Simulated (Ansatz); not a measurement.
# Sr (Im-3m) in Ansatz: convergence with basis error

Aim: find how far basis error must go before the results for Sr settle, at PBE. This setting moves, with any that are tied to it; all else stays.

Program: Ansatz 0.2.0. These are calculated values, not measurements. Logs are shortened: lines on timing, memory, paths and dates and some standing lists are left out, and cuts for length are marked.

**1. The structure**

The structure is cubic, space group Im-3m (No. 229). Conventional cell: a = 4.870 Å, b = 4.870 Å, c = 4.870 Å, α = 90.00°, β = 90.00°, γ = 90.00°. Sr (site symmetry m-3m) is surrounded by 8 Sr at 4.22 Å.

This isn't the form of Sr at room conditions, which is fcc.

**2. With basis error 0.03 eV/atom**

File input.yaml:

```yaml
crystal:
  lattice:
    - [-2.435, 2.435, 2.435]
    - [2.435, -2.435, 2.435]
    - [2.435, 2.435, -2.435]
  atoms:
    - { symbol: Sr, position: [0.0, 0.0, 0.0] }
kpoints:
  mp_grid: { grid: [8, 8, 8] }
scf:
  occupations: { method: fermi_dirac, width: 0.05 }
hamiltonian:
  xc: pbe
  pseudopotentials: { kind: all_electron, lapw: { basis_error: 0.03 } }
output:
  forces: true
  stress: true
  eigenvalues: true
```

Potentials or basis: all-electron LAPW, scalar-relativistic.

Started as:

```bash
ansatz run input.yaml --threads 1 --pin off --max-ram 3072MiB --backend cpu --events-out ev --progress --plain --runs-dir out
```

It took 1.9 s on 1 thread of Intel Xeon at 2.50GHz (Skylake/Cascade Lake), shared host; peak memory 0.21 GiB.

What came out:

```
Free energy            : -86519.0855 eV
Pressure               : -0.6 GPa
Band gap on the k mesh : none (metal or under the smearing width)
```

**3. With basis error 0.01 eV/atom**

input.yaml: that of step 2 with these lines changed.

```diff
@@ -13,3 +13,3 @@
   xc: pbe
-  pseudopotentials: { kind: all_electron, lapw: { basis_error: 0.03 } }
+  pseudopotentials: { kind: all_electron, lapw: { basis_error: 0.01 } }
 output:
```

Potentials or basis: all-electron LAPW, scalar-relativistic.

Started as:

```bash
ansatz run input.yaml --threads 1 --pin off --max-ram 3072MiB --backend cpu --events-out ev --progress --plain --runs-dir out
```

Wall time 2.1 s (1 thread of Intel Xeon at 2.50GHz (Skylake/Cascade Lake), shared host); peak memory 0.21 GiB.

Results:

```yaml
Free_energy: -86519.0920 eV
Pressure: -0.7 GPa
Band_gap_on_the_k_mesh: none (metal or under the smearing width)
```

**4. With basis error 0.003 eV/atom**

input.yaml: that of step 3 with these lines changed.

```diff
@@ -13,3 +13,3 @@
   xc: pbe
-  pseudopotentials: { kind: all_electron, lapw: { basis_error: 0.01 } }
+  pseudopotentials: { kind: all_electron, lapw: { basis_error: 0.003 } }
 output:
```

Started as:

```bash
ansatz run input.yaml --threads 1 --pin off --max-ram 3072MiB --backend cpu --events-out ev --progress --plain --runs-dir out
```

Run time: 1.8 s. Hardware: 1 thread of Intel Xeon at 2.50GHz (Skylake/Cascade Lake), shared host; peak memory 0.22 GiB.

What came out:

```
Free energy            : -86519.0941 eV
Pressure               : -0.7 GPa
Band gap on the k mesh : none (metal or under the smearing width)
```

**5. With basis error 0.001 eV/atom**

input.yaml: that of step 4 with these lines changed.

```diff
@@ -13,3 +13,3 @@
   xc: pbe
-  pseudopotentials: { kind: all_electron, lapw: { basis_error: 0.003 } }
+  pseudopotentials: { kind: all_electron, lapw: { basis_error: 0.001 } }
 output:
```

Started as:

```bash
ansatz run input.yaml --threads 1 --pin off --max-ram 3072MiB --backend cpu --events-out ev --progress --plain --runs-dir out
```

Run time: 2.8 s. Hardware: 1 thread of Intel Xeon at 2.50GHz (Skylake/Cascade Lake), shared host; peak memory 0.23 GiB.

Results:

```yaml
Free_energy: -86519.0947 eV
Pressure: -0.7 GPa
Band_gap_on_the_k_mesh: none (metal or under the smearing width)
```

**6. With basis error 0.0003 eV/atom**

input.yaml: that of step 5 with these lines changed.

```diff
@@ -13,3 +13,3 @@
   xc: pbe
-  pseudopotentials: { kind: all_electron, lapw: { basis_error: 0.001 } }
+  pseudopotentials: { kind: all_electron, lapw: { basis_error: 0.0003 } }
 output:
```

Potentials or basis: all-electron LAPW, scalar-relativistic.

Started as:

```bash
ansatz run input.yaml --threads 1 --pin off --max-ram 3072MiB --backend cpu --events-out ev --progress --plain --runs-dir out
```

It took 4.2 s on 1 thread of Intel Xeon at 2.50GHz (Skylake/Cascade Lake), shared host; peak memory 0.24 GiB.

The run converged. Its results:

| Property | Result |
| --- | --- |
| Free energy | -86519.0949 eV |
| Pressure | -0.7 GPa |
| Band gap on the k mesh | none (metal or under the smearing width) |

**7. With basis error 0.0001 eV/atom**

input.yaml: that of step 6 with these lines changed.

```diff
@@ -13,3 +13,3 @@
   xc: pbe
-  pseudopotentials: { kind: all_electron, lapw: { basis_error: 0.0003 } }
+  pseudopotentials: { kind: all_electron, lapw: { basis_error: 0.0001 } }
 output:
```

Potentials or basis: all-electron LAPW, scalar-relativistic.

Started as:

```bash
ansatz run input.yaml --threads 1 --pin off --max-ram 3072MiB --backend cpu --events-out ev --progress --plain --runs-dir out
```

What it wrote:

```text
Warning: RAYON_NUM_THREADS=1 ignored (pool sized by the plan → 1); use --threads N
LAPW: plane waves up to 5.068 Å⁻¹, error target 1.0e-4 eV per atom; small_component_spin mean_spin; Sr in spheres of 2.109 Å, 20 of its electrons in bands, Dirac shells [] (how accurate: hamiltonian.pseudopotentials.lapw.basis_error, Limitations)
Engine: ansatz 0.2.0, x86_64-unknown-linux-gnu
Pseudopotentials: kind: all_electron
Pseudopotential: Sr, LAPW, valence charge 20, lapw/all_electron/scalar/gaussian/Sr, Koelling and Harmon's equation, gaussian nucleus
Functional definition: PBE
  parameter kappa = 0.804
  parameter beta = 0.06672455060314922
  exchange = pbe_x(kappa = kappa, mu = beta*pi^2/3)
  correlation = pbe_c(beta = beta)
Crystal: 1 atoms, lattice volume = 57.751 Å³
Basis set: ecut = 97.86116731922466 eV, 135 PW (Γ), exchange–correlation at level 2
Bands: 14, of which v1, the nominal top of the filled ones, is band 10 counted from 1 (9 counted from 0)
Symmetry: 48 space group operations
Space group: Im-3m (ITA 229), of the structure as read, at distance tolerance 3.9e-5 Å
k-points: 29 of 512
Non-local potential: Sr, projectors of the file, none
Initial density: superposition of atomic densities (chi_scale 0.1, normalization cell)
Initial wavefunctions: plane waves of lowest kinetic energy (no species holds an atomic orbital)
Functional: x = pbe(κ = 0.804, μ = 0.2195149727645171), c = pbe(β = 0.06672455060314922)
iter 1 solved again at ethr=4.09e-5 eV; its pass at ethr=1.00e-1 eV (dr2=8.18e-3 eV) is discarded
SCF iter   1: F=—  HF=-86519.085158 eV  |F-HF|=—  |Δ(HF+E_count)|=         —  Δρ=2.86e-3  dr2=8.20e-3  ethr=4.09e-5  ⟨swp⟩=3.7  Hψ=2722  notcnv=0
preconditioner: auto → Kerker (q_TF=auto, 2.286 Å⁻¹)  [metal: Δε(μ)=0.066 eV  Ē_g=3.429 eV  σ=0.050 eV  W_gap=0.31  n_scr=12 (ndim 8)  ℏωp=6.9 eV  f_vac=0.000  D(μ)=1.08/eV (n_scr^D=12)]
SCF iter   2: F=—  HF=-86519.091071 eV  |F-HF|=—  |Δ(HF+E_count)|=   5.91e-3  Δρ=2.20e-3  dr2=5.23e-3  ethr=4.09e-5  ⟨swp⟩=2.0  Hψ=1262  notcnv=0
SCF iter   3: F=—  HF=-86519.094697 eV  |F-HF|=—  |Δ(HF+E_count)|=   3.63e-3  Δρ=7.60e-4  dr2=8.11e-4  ethr=2.61e-5  ⟨swp⟩=2.0  Hψ=1259  notcnv=0
iter 4 solved again at ethr=2.26e-7 eV; its pass at ethr=4.06e-6 eV (dr2=4.52e-5 eV) is discarded
SCF iter   4: F=—  HF=-86519.094937 eV  |F-HF|=—  |Δ(HF+E_count)|=   2.40e-4  Δρ=1.80e-4  dr2=4.52e-5  ethr=2.26e-7  ⟨swp⟩=2.0  Hψ=2091  notcnv=0
SCF iter   5: F=—  HF=-86519.094915 eV  |F-HF|=—  |Δ(HF+E_count)|=   2.20e-5  Δρ=1.07e-4  dr2=1.10e-5  ethr=2.26e-7  ⟨swp⟩=2.0  Hψ=1262  notcnv=0
SCF iter   6: F=—  HF=-86519.094915 eV  |F-HF|=—  |Δ(HF+E_count)|=   6.26e-7  Δρ=4.76e-5  dr2=2.03e-6  ethr=5.51e-8  ⟨swp⟩=2.0  Hψ=1262  notcnv=0
SCF iter   7: F=-86519.094915 eV  HF=-86519.094915 eV  |F-HF|=2.86e-8  |Δ(HF+E_count)|=   1.42e-8  Δρ=1.10e-5  dr2=9.90e-8  ethr=1.01e-8  ⟨swp⟩=2.0  Hψ=1262  notcnv=0
SCF 1 converged in 7 iterations: F = -86519.094915 eV  dr2 = 9.90e-8
SCF converged after 7 iterations
Free energy (F): -86519.094915 eV
Harris-Foulkes:  -86519.094915 eV  (|F-HF|=2.86e-8)
Internal energy: -86519.085397 eV  (E = F + TS)
E sigma→0 (E₀):  -86519.090156 eV
Entropy (-TS):   -0.009518 eV (-9.518 meV/atom)
Fermi energy:    5.595469 eV
--- Per-component energies (eV) ---
  E_band       = -1312.734667
  E_kinetic    = 89085.719367
  E_xc         = -2861.580170
  E_electrostatic = -172743.224594  (all electrons and nuclei)
  E_smearing   = -0.009518  (= −TS)
  E_closure    = 0.000000  (closes the sum)
  E_atoms      = -86517.490528  (free atoms, spherical and without spin; not in F)
  Σ components = -86519.094915   (vs F -86519.094915, Δ=0.00e0)
  Basis errors (estimates in eV, not in F): energy 3.0e-5 per atom: plane waves 2.7e-5 (1.4e-5 summed), levels above the bands 2.0e-32, relativity 4.9e-9, radial functions 2.1e-6, core shells 1.5e-9; eigenvalues (radial functions only) 1.6e-7; not estimated: angular momenta, meshes, grids; target (lapw.basis_error) 1.0e-4; muffin-tin radii Sr 2.109 Å
--- Forces (eV/Å), atoms counted from 1 ---
  atom   1  Sr    -0.00000000     0.00000000    -0.00000000
  max |Σ_I F_I| component: 1.44e-31 eV/Å
--- Stress (GPa, compression-positive) ---
       -0.700768      -0.000000       0.000000
       -0.000000      -0.700768      -0.000000
        0.000000      -0.000000      -0.700768
  P = ⅓ Tr σ = -0.7008 GPa (-7.008 kbar)
--- Band table (eV; the first three rows and the last of 29) ---
  k-point 0: bands = ["-118.1015", "-118.1015", "-118.1015", "-118.1004", "-118.1004", "-31.0870", "-12.9821", "-12.9821", "-12.9821", "2.0288", "7.9175", "7.9175", "7.9175", "9.1847"]
  k-point 1: bands = ["-118.1015", "-118.1015", "-118.1015", "-118.1004", "-118.1004", "-31.0853", "-13.0072", "-12.9904", "-12.9821", "2.2805", "7.7054", "7.7261", "8.1580", "8.9381"]
  k-point 2: bands = ["-118.1015", "-118.1015", "-118.1015", "-118.1004", "-118.1004", "-31.0810", "-13.0666", "-13.0104", "-12.9820", "2.9839", "7.0195", "7.2834", "8.8571", "8.9458"]
  k-point 28: bands = ["-118.1015", "-118.1015", "-118.1015", "-118.1004", "-118.1004", "-31.0656", "-13.1024", "-13.1024", "-13.1024", "5.5262", "5.5262", "8.9962", "8.9962", "8.9962"]
```

Wall time 4.9 s (1 thread of Intel Xeon at 2.50GHz (Skylake/Cascade Lake), shared host); peak memory 0.25 GiB.

What came out:

```
Free energy            : -86519.0949 eV
Pressure               : -0.7 GPa
Band gap on the k mesh : none (metal or under the smearing width)
```

**8. The series at a glance**

```
   basis error  energy less the tightest run, at zero smearing (meV/atom)  pressure (GPa)  SCF cycles  CPU time (s)  peak memory (GiB)
  0.03 eV/atom                                                       9.45           -0.65           7           1.8               0.21
  0.01 eV/atom                                                       2.88           -0.69           7           2.1               0.21
 0.003 eV/atom                                                       0.83           -0.70           7           1.7               0.22
 0.001 eV/atom                                                       0.24           -0.70           7           2.8               0.23
0.0003 eV/atom                                                       0.05           -0.70           7           4.1               0.24
0.0001 eV/atom                                                       0.00           -0.70           7           4.9               0.25
```

Against the tightest run, the energy stays within 1 meV/atom from 0.003 eV/atom on; the pressure stays within 0.1 GPa from 0.03 eV/atom on. The tightest run that finished is the yardstick and may itself not be fully converged.

Caveats: the cell was measured hot, at 901 K.
